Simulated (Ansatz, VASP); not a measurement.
## One calculation of Pd, two programs

```
CELL_PARAMETERS angstrom
0.00000 1.90788 1.90788
1.90788 0.00000 1.90788
1.90788 1.90788 0.00000
ATOMIC_POSITIONS crystal
Pd 0.00000 0.00000 0.00000
```

The cell was built by a generator and needn't be a form met in nature.

Alike in both runs: task relaxation of cell and atoms; functional PBE; k mesh 15 × 15 × 15; no spin polarisation.

```csv
,VASP,Ansatz
version,VASP 6.6.1,Ansatz 0.2.0
potentials or method,"VASP PAW PBE potentials, release 64 (Pd)",PAW plane waves
plane-wave cutoff (eV),600,420
occupations,"fermi-dirac, width 0.1 eV",fermi-dirac
valence electrons in the cell,10,18
```

Ansatz gave:

```
relaxed volume (Å³/atom)                                     : 15.35
relaxed cell length with the largest relative difference (Å) : 2.789
energy change over the relaxation (meV/atom)                 : -89
```

Question: What did VASP give for the same quantities?

Answer: Relaxed volume (Å³/atom): 15.32; relaxed cell length with the largest relative difference (Å): 2.788; energy change over the relaxation (meV/atom): -85.

The two sets of potentials don't hold the same shells in valence.
